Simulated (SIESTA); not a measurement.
FeO (Wuestite):

```xyz
2
Lattice="1.5188 0.8769 2.5196 -1.5188 0.8769 2.5196 0.0000 -1.7538 2.5196" Properties=species:S:1:pos:R:3 pbc="T T T"
Fe    0.0000    0.0000    0.0000
O     0.0000    0.0000    3.7794
```

Base run:

* Program: SIESTA 5.4.2
* Functional: PBE
* Potentials or basis: PseudoDojo 0.4 standard (PBE files)
* Basis: DZP (energy shift 0.003 Ry; two zetas on semicore shells)
* Grid cutoff: 800 Ry
* Energy shift: 0.003 Ry
* k mesh: 11 × 11 × 11
* Occupations: fermi-dirac, width 0.05 eV
* Spin: collinear spin, ferromagnetic start
* Starting moments: [3.0, 0.0] μB

Its results: band gap on the k mesh none (metal or under the smearing width); pressure -0.5 GPa; net moment 4.00 μB per cell; site moments Fe +3.69; O +0.31 μB.

Question: The run is repeated on the same cell with these changes: functional from PBE to vdW-DF-cx. What comes out?

Answer: Band gap on the k mesh none (metal or under the smearing width); pressure -6.6 GPa; net moment 4.00 μB per cell; site moments Fe +3.68; O +0.32 μB.

Caveats: short orbitals over semicore shells can move pressures by several GPa; the basis of atomic orbitals isn't converged, which shifts pressures, moduli and gaps; a cell with one magnetic atom can't hold antiferromagnetic order, which such compounds often take; semilocal functionals often make such compounds metallic where correlation or magnetic order opens a gap, which also shifts bond lengths; the potentials were made for another functional, which shifts forces and pressure (some runs).

Not every run made on this cell is shown here.
